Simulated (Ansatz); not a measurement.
## MgO: what the electron mass says about interband coupling

Theory: DFT PBE, scalar-relativistic, plane waves, PAW in Ansatz.

Plane waves to 420 eV, a k mesh through Γ of 9×9×6 on the computed 4-atom cell and Gaussian smearing (0.02 eV); no spin polarisation.

Relaxed cell: P6_3/mmc, a = 3.521 Å, b = 3.521 Å, c = 4.238 Å, α = 90.00°, β = 90.00°, γ = 120.00°, 4 atoms in the primitive cell. This form isn't the usual stable structure of the compound.

The direct gap at Γ is 3.278 eV, and at Γ the conduction band has a mass of 0.3645 mₑ and the lightest hole 0.4088 mₑ, both along z.

**Question.** Use two-band k·p theory to get the Kane energy. As an exercise, what mass follows if the true gap is 1.5 times the computed one (semilocal functionals can miss by more, threefold or worse in zinc and cadmium oxides)?

**Answer.** Coupling to the valence top alone gives mₑ/m* = 1 + E_P/E_g, so E_P = E_g (mₑ/m* − 1) = 3.278 × (2.74 − 1) = 5.7 eV. The light hole is the mirror band, mₑ/mₗₕ = E_P/E_g − 1, and gives 11.3 eV; the spread shows what other bands add. Fits to experiment give about 15 to 31 eV for common tetrahedral semiconductors; the figure from the electron is a net one, lowered by higher conduction bands, and semilocal functionals tend to give less. With E_P fixed and E_g = 4.92 eV the mass becomes 0.462 mₑ: in this model the mass grows with the gap, in proportion where E_P ≫ E_g, which is why functionals that close gaps give light electrons. A correction that opens the gap also strengthens the coupling, so the true mass usually rises less. Remote bands and spin-orbit splitting are left out of the model.

Cost: 3 runs of about 0.93 core-minutes in all, on Intel Xeon Platinum 8375C (Ice Lake) (shared hosts).